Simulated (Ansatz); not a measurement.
Wanted: the native input for an Ansatz 0.2.0 run.

| Quantity | Value |
| --- | --- |
| Task | single point |
| Functional | PBE |
| Potentials or basis | Ansatz PAW |
| Cutoff | 420 eV (not typed: the program's choice for these potentials) |
| k mesh | 8 × 8 × 8 |
| Occupations | gaussian, width 0.025 eV |
| Spin | no spin polarisation |

Crystal: InSe.

```
In Se
1.0
     2.00000    1.15470    8.44000
    -2.00000    1.15470    8.44000
     0.00000   -2.30940    8.44000
In Se
2 2
Direct
  0.88860 0.88860 0.88860
  0.00000 0.00000 0.00000
  0.17190 0.17190 0.17190
  0.38350 0.38350 0.38350
```

One way to write it, as run:

input.yaml

```yaml
crystal:
  lattice:
    - [2.0, 1.1547005384, 8.44]
    - [-2.0, 1.1547005384, 8.44]
    - [0.0, -2.3094010768, 8.44]
  atoms:
    - { symbol: In, position: [0.8886, 0.8886, 0.8886] }
    - { symbol: In, position: [0.0, 0.0, 0.0] }
    - { symbol: Se, position: [0.1719, 0.1719, 0.1719] }
    - { symbol: Se, position: [0.3835, 0.3835, 0.3835] }
hamiltonian:
  xc: pbe
  pseudopotentials: { kind: paw }
kpoints:
  mp_grid: { grid: [8, 8, 8] }
scf:
  occupations: { method: gaussian, width: 0.025 }
output:
  forces: true
  stress: true
  eigenvalues: true
  write_density: true
  write_potential: true
  elf: true
  volumetric_format: npy
```

Potentials or basis: Ansatz PAW.

Command:

```console
$ ansatz run input.yaml --threads 2 --pin off --max-ram 5632MiB --backend cpu --events-out ev --progress --plain --runs-dir out
```

It gave:

```json
{"Pressure": "2.7 GPa", "Largest force": "0.365 eV/Å", "Band gap on the k mesh": "0.44 eV, direct"}
```

Caveat: spin-orbit coupling is left out, which moves the levels of the heavy elements.

Run time: 30 s on 2 threads of Intel(R) Xeon(R) Processor @ 2.50GHz (Skylake/Cascade Lake) (shared host), peak memory 0.51 GiB.
